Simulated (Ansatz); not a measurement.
Pt in Ansatz: the effect of target pressure

Pt:

```xyz
1
Lattice="-1.5842 1.5842 1.5842 1.5842 -1.5842 1.5842 1.5842 1.5842 -1.5842" Properties=species:S:1:pos:R:3 pbc="T T T"
Pt    0.0000    0.0000    0.0000
```

This isn't the form of Pt at room conditions, which is fcc.

Alike in all runs:

| Item | Value |
| --- | --- |
| Program | Ansatz 0.2.0 |
| Task | relaxation of cell and atoms |
| Functional | PBEsol |
| Potentials or basis | all-electron LAPW, scalar-relativistic |
| Basis error allowed | 0.001 eV/atom |
| k mesh | 12 × 12 × 12 |
| Occupations | fermi-dirac, width 0.05 eV |
| Spin | no spin polarisation |

Each run relaxes the cell or the atoms first.

Question: One run gave: relaxed volume 14.93 Å³/atom. Which target pressure did it use?
A. 5 GPa
B. 0 GPa
C. 20 GPa
D. 30 GPa
E. 10 GPa

Answer: A.

```tsv
target pressure	relaxed volume (Å³/atom)
0 GPa	15.19
5 GPa	14.93
10 GPa	14.70
20 GPa	14.29
30 GPa	13.94
```
